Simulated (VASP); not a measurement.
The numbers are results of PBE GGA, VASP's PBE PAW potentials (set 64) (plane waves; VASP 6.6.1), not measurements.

Input for VASP

### INCAR
```
SYSTEM = Li3N
PREC = Accurate
ENCUT = 520
EDIFF = 1E-7
NELM = 100
ALGO = Normal
LREAL = .FALSE.
LASPH = .TRUE.
ISMEAR = 0
SIGMA = 0.05
GGA = PE
LWAVE = .FALSE.
LCHARG = .FALSE.
LORBIT = 11
ICHARG = 11
```

POSCAR:
```
Li3N
1
    1.8163155034    -3.1459510067     0.0000000000
    1.8163155034     3.1459510067    -0.0000000000
    0.0000000000     0.0000000000     3.8662002627
Li N
3 1
Direct
  0.3333330000   0.6666670000   1.0000000000
  0.6666670000   0.3333330000   0.0000000000
  0.0000000000   0.0000000000   0.5000000000
  0.0000000000   0.0000000000   0.0000000000
```

File KPOINTS:
```
k-points along high-symmetry lines
10
Line-mode
Reciprocal
  0.000000   0.000000   0.000000 ! GAMMA
 -0.000000   0.500000   0.000000 ! M

 -0.000000   0.500000   0.000000 ! M
 -0.333333   0.666667   0.000000 ! K

 -0.333333   0.666667   0.000000 ! K
  0.000000   0.000000   0.000000 ! GAMMA

  0.000000   0.000000   0.000000 ! GAMMA
  0.000000   0.000000   0.500000 ! A

  0.000000   0.000000   0.500000 ! A
 -0.000000   0.500000   0.500000 ! L

 -0.000000   0.500000   0.500000 ! L
 -0.333333   0.666667   0.500000 ! H

 -0.333333   0.666667   0.500000 ! H
  0.000000   0.000000   0.500000 ! A

 -0.000000   0.500000   0.500000 ! L
 -0.000000   0.500000   0.000000 ! M

 -0.333333   0.666667   0.500000 ! H
 -0.333333   0.666667   0.000000 ! K
```

POTCAR, in this order: Li_sv N (PBE.64 set). Program: vasp_std. Read from the step before: CHGCAR.

Output

OUTCAR:
```
 ion  position               nearest neighbor table
   1  0.333  0.667  0.000-   2 2.10   2 2.10   4 2.10   4 2.10   4 2.10   2 2.10
   2  0.667  0.333  0.000-   1 2.10   1 2.10   4 2.10   4 2.10   4 2.10   1 2.10
   3  0.000  0.000  0.500-   4 1.93   4 1.93
   4  0.000  0.000  0.000-   3 1.93   3 1.93   1 2.10   2 2.10   2 2.10   1 2.10   2 2.10   1 2.10
  LATTYP: Found a hexagonal cell.
 ALAT       =     3.6326312426
 C/A-ratio  =     1.0642974760
 Subroutine PRICEL returns:
 Original cell was already a primitive cell.
 Subroutine GETGRP returns: Found 24 space group operations
The static configuration has the point symmetry D_6h.
The dynamic configuration has the point symmetry D_6h.
 Subroutine INISYM returns: Found 24 space group operations
   k-points           NKPTS =     90   k-points in BZ     NKDIM =     90   number of bands    NBANDS=     11
   number of dos      NEDOS =    301   number of ions     NIONS =      4
   total plane-waves  NPLWV =  23520
   dimension x,y,z NGX =    28 NGY =   28 NGZ =   30
   dimension x,y,z NGXF=    56 NGYF=   56 NGZF=   60
   ions per type =               3   1
   PREC   = accura    normal or accurate (medium, high low for compatibility)
   ISTART =      0    job   : 0-new  1-cont  2-samecut
   ICHARG =     11    charge: 1-file 2-atom 10-const
   ISPIN  =      1    spin polarized calculation?
   LNONCOLLINEAR =      F non collinear calculations
   LSORBIT =      F    spin-orbit coupling
   INIWAV =      1    electr: 0-lowe 1-rand  2-diag
   ENCUT  =  520.0 eV  38.22 Ry    6.18 a.u.   6.75  6.75  7.19*2*pi/ulx,y,z
   NELM   =    100;   NELMIN=  2; NELMDL= -5     # of ELM steps
   EDIFF  = 0.1E-06   stopping-criterion for ELM
   LREAL  =      F    real-space projection
   NLSPLINE    = F    spline interpolate recip. space projectors
   LMAXMIX     =    2 max onsite mixed and CHGCAR
   VOSKOWN=      0    Vosko Wilk Nusair interpolation
   EDIFFG = 0.1E-05   stopping-criterion for IOM
   NSW    =      0    number of steps for IOM
   NBLOCK =      1;   KBLOCK =      1    inner block; outer block
   IBRION =     -1    ionic relax: 0-MD 1-quasi-New 2-CG
   NFREE  =      0    steps in history (QN), initial steepest desc. (CG)
   ISIF   =      2    stress and relaxation
...
```

OSZICAR:
```
       N       E                     dE             d eps       ncg     rms          rms(c)
DAV:   1     0.517784344029E+02    0.51778E+02   -0.67419E+03  1980   0.134E+03
DAV:   2    -0.557712906310E+01   -0.57356E+02   -0.53878E+02  2544   0.245E+02
DAV:   3    -0.148163381720E+02   -0.92392E+01   -0.91612E+01  3426   0.752E+01
DAV:   4    -0.152332699690E+02   -0.41693E+00   -0.41659E+00  2768   0.173E+01
DAV:   5    -0.152416423371E+02   -0.83724E-02   -0.83719E-02  2859   0.231E+00
DAV:   6    -0.152418015980E+02   -0.15926E-03   -0.15926E-03  2626   0.326E-01
DAV:   7    -0.152418067610E+02   -0.51630E-05   -0.51630E-05  2962   0.503E-02
DAV:   8    -0.152418068654E+02   -0.10441E-06   -0.10432E-06  2534   0.796E-03
DAV:   9    -0.152418068677E+02   -0.22889E-08   -0.23585E-08  1777   0.125E-03
   1 F= -.15241807E+02 E0= -.15241807E+02  d E =-.635315E-25
```

File OUTCAR:
```
 val. band max:        1.3793050398   @ k =   0.0000   0.0000   0.5000

 cond. band min:       2.4472014000   @ k =   0.0000   0.0000   0.0000



 k-point     1 :       0.0000    0.0000    0.0000
  band No.  band energies     occupation
      1     -43.1626      2.00000
      2     -42.8153      2.00000
      3     -42.6828      2.00000
      4     -10.1006      2.00000
      5      -0.1724      2.00000
      6       1.1743      2.00000
      7       1.1743      2.00000
      8       2.4472      0.00000
      9       8.6965      0.00000
     10       8.6966      0.00000
     11       9.6710      0.00000

 k-point     2 :       0.0000    0.0556    0.0000
  band No.  band energies     occupation
      1     -43.1602      2.00000
      2     -42.8175      2.00000
      3     -42.6827      2.00000
      4     -10.0973      2.00000
      5      -0.1516      2.00000
      6       1.0310      2.00000
      7       1.1356      2.00000
      8       2.5835      0.00000
      9       8.7113      0.00000
     10       8.7877      0.00000
     11       9.6333      0.00000

 k-point     3 :       0.0000    0.1111    0.0000
  band No.  band energies     occupation
      1     -43.1530      2.00000
      2     -42.8243      2.00000
      3     -42.6827      2.00000
      4     -10.0880      2.00000
      5      -0.0910      2.00000
      6       0.7134      2.00000
      7       1.0282      2.00000
      8       2.8865      0.00000
      9       8.7263      0.00000
     10       9.0458      0.00000
     11       9.5254      0.00000

 k-point     4 :       0.0000    0.1667    0.0000
  band No.  band energies     occupation
      1     -43.1414      2.00000
      2     -42.8353      2.00000
      3     -42.6827      2.00000
      4     -10.0737      2.00000
      5       0.0048      2.00000
      6       0.3487      2.00000
      7       0.8735      2.00000
      8       3.2474      0.00000
      9       8.6681      0.00000
     10       9.3612      0.00000
...
```

The density is held fixed in this step, so its total energy and stress have no physical meaning.

The compound is Li3N in the alpha structure. It was relaxed first.
